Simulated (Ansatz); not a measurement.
## SiO$_{2}$ as a strained film

Theory: DFT r2SCAN, scalar-relativistic, plane waves, PAW (Ansatz 0.2.0). Settings: 500 eV cutoff, 6×6×4 k-mesh, Gaussian smearing of 0.02 eV, no spin polarisation.

Reference structure (relaxed):

```xyz
9
Lattice="5.0597 0.0000 0.0000 -2.5298 4.3818 0.0000 0.0000 0.0000 5.5411" Properties=species:S:1:pos:R:3 pbc="T T T"
Si   -1.2649    2.1909    1.8470
Si    1.2649    2.1909    3.6941
Si    2.5298    0.0000    0.0000
O     0.9493    3.4693    4.6176
O     2.5298    2.5568    2.7705
O     3.4792    0.9125    0.9235
O     1.5805    0.9125    4.6176
O     0.0000    1.8250    2.7705
O    -0.9493    3.4693    0.9235
```

The a-b plane is strained alike in both directions, as on a substrate, while c and the atoms relax within the symmetry that the strain leaves. Stress is positive in compression; energies are free energies at the smearing used, per atom.

```csv
strain (%),c (Å),σ in plane (GPa),ΔE (meV/atom)
-2.0,5.6697,3.04,5.18
-1.0,5.6058,1.52,1.29
+0.0,5.5411,-0.03,0.00
+1.0,5.4735,-1.53,1.31
+2.0,5.4052,-3.05,5.21
```

Q: Get the biaxial modulus twice, from the stresses and from the energies of the innermost pair.

A: From stress: M = −Δσ/Δε = (1.52 − (-1.53)) / 0.020 = 152 GPa. Two in-plane directions each store σε/2, so the energy density is Mε²: M = (mean ΔE)/(V ε²) = 1.30 meV / (13.650 Å³ × 0.010²) × 0.16022 GPa Å³/meV = 153 GPa. The two agree.

Q: How well does Mε², with M from the stresses, predict the outermost points?

A: 5.2 meV predicted against 5.2 computed at -2.0 %; 5.2 meV predicted against 5.2 computed at +2.0 %. The departures hold terms beyond second order and the noise of the energies.

Q: How does c respond, and up to what thickness can a film with 1 % or 2 % misfit stay coherent on a thick substrate?

A: c answers with ε_c = −1.19 ε. In an isotropic solid that ratio is 2ν/(1 − ν), so ν = r/(2 + r) = 0.37. A film of thickness h stores Mε²h per area, 15.2 mJ/m² per nm at 1 %. The Matthews–Blakeslee balance for pure edge misfit dislocations, h = b/(8πf(1 + ν)) × (ln(h/b) + 1), with b taken as the in-plane vector a = 5.06 Å, solved by iteration, gives 4.7 nm at f = 1 % and 1.6 nm at 2 %. This is an isotropic estimate in which the moduli cancel; the real Burgers vector, glide system, anisotropy and slow kinetics can shift it by a factor of a few, mostly upward.

This form isn't the usual stable structure of the compound.